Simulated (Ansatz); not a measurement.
Predict the output of the script below (the Ansatz DFT code, driven from Python).

Script `transition.py`:
```python
import warnings

import ansatz as az
import numpy as np


def diamond(A, a):
    return az.Crystal.diamond(A, a=a)


def sc(first, a):
    return (
        az.Lattice.cubic(a)
        .space_group(221)
        .atom(first, (0, 0, 0))
    )


def run_phase(name, crystal, pressure=0.0):
    calc = (
        crystal.calculation()
        .basis(38 * az.Ry)
        .functional("PBE")
        .kpoints(spacing=0.14)
        .occupations("cold", width=0.05)
    )
    calc = calc.relax(force_tolerance=0.03, max_steps=40, cell=True, pressure=pressure)
    return calc.run(threads=1, backend="cpu")


def volume_per_atom(outcome):
    return abs(np.linalg.det(outcome.lattice.cell_ang)) / len(outcome.lattice.sites)

warnings.simplefilter("ignore", az.DeckWarning)

phases = {}
phases["diamond"] = diamond("S", 5.78)
phases["sc"] = sc("S", 2.73)

pressures = [0, 10, 20, 30]
enthalpy, volume = {name: [] for name in phases}, {name: [] for name in phases}
for p in pressures:
    for name, crystal in phases.items():
        o = run_phase(name, crystal, pressure=p)
        volume[name].append(volume_per_atom(o))
        enthalpy[name].append(o.report["energy_sigma0_ev"] / len(o.lattice.sites) + p * volume[name][-1] / 160.21766)
gap = np.array(enthalpy["sc"]) - np.array(enthalpy["diamond"])
rows = [(p, va, vb, 1000 * d) for p, va, vb, d in zip(pressures, volume["diamond"], volume["sc"], gap)]
print("   P (GPa)  V diamond (A^3/atom)  V sc (A^3/atom)  H(sc) - H(diamond) (meV/atom)")
for row in rows:
    print(f"{row[0]:10d}  {row[1]:20.3f}  {row[2]:15.3f}  {row[3]:+29.1f}")
crossings = [p0 - g0 * (p1 - p0) / (g1 - g0) for p0, p1, g0, g1 in zip(pressures, pressures[1:], gap, gap[1:]) if g0 * g1 < 0]
print("crossing near", [round(float(p), 1) for p in crossings], "GPa") if crossings else print("no crossing in this range")
```

```console
$ python transition.py
   P (GPa)  V diamond (A^3/atom)  V sc (A^3/atom)  H(sc) - H(diamond) (meV/atom)
         0                24.295           17.207                         -380.3
        10                20.497           15.578                         -743.5
        20                18.188           14.522                        -1008.6
        30                16.615           13.672                        -1214.5
no crossing in this range
```

Reading the output:
- At a fixed pressure a relaxation lowers the enthalpy F + PV, while F alone can rise.
- Only these two structures are compared, at zero temperature and with their symmetry kept; either may be hypothetical, and another phase may be lower than both. Differences under 10 to 15 meV an atom lie within the error of mesh and functional.
- The cells are prototypes set up for this calculation and needn't exist.
- Hardware and time: 110 s on 1 thread of Arm Neoverse V1, with other jobs on the host, peak memory 0.46 GiB.
